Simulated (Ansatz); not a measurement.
# Random displacements in Te2Mo

These are results of DFT LDA, scalar-relativistic, plane waves, PAW in Ansatz 0.2.0, not measurements. Cutoff 420 eV, Γ-centred 12×12×2 k-points, Gaussian smearing of 0.05 eV. Spin–orbit coupling is left out, which matters for the heavy elements here. No spin polarisation. Energies are free energies at this smearing, counted from the undisturbed cell; pressure is positive in compression.

The starting cell (as given, not relaxed at this level; this form isn't the usual structure):

```
Te Mo
1.0
     3.56023    0.00000    0.00000
    -1.78012    3.08325    0.00000
     0.00000    0.00000   17.52406
Te Mo
2 1
Direct
  0.33333 0.66667 0.89786
  0.33333 0.66667 0.10214
  0.00000 0.00000 0.00000
```

The cell holds layers and no dispersion correction was added, so their binding is poorly described.

The atoms are displaced (Å, in the unstrained cell):

```csv
atom,ux,uy,uz
Te1,0.012,-0.045,0.005
Te2,0.029,0.003,-0.042
Mo3,-0.041,0.042,0.036
```

Strain (Voigt, engineering shear): (0.0661, 0.0089, -0.0263, 0.0134, -0.0157, -0.0527).

**Question.** What are the energy change, the stress and the forces?

**Answer.** ΔE = 131.6 meV/atom; stress (xx, yy, zz, yz, xz, xy; compression positive) (-4.12, -1.97, 0.33, -0.66, -0.01, 1.01) GPa; gap on the mesh 0.69 eV.
```tsv
atom	Fx (eV/Å)	Fy	Fz
Te1	-0.47	0.80	0.31
Te2	-0.53	0.36	0.58
Mo3	1.00	-1.16	-0.89
```

Cost: 1 run of about 0.77 core-minutes, on Arm Neoverse V2 (shared hosts).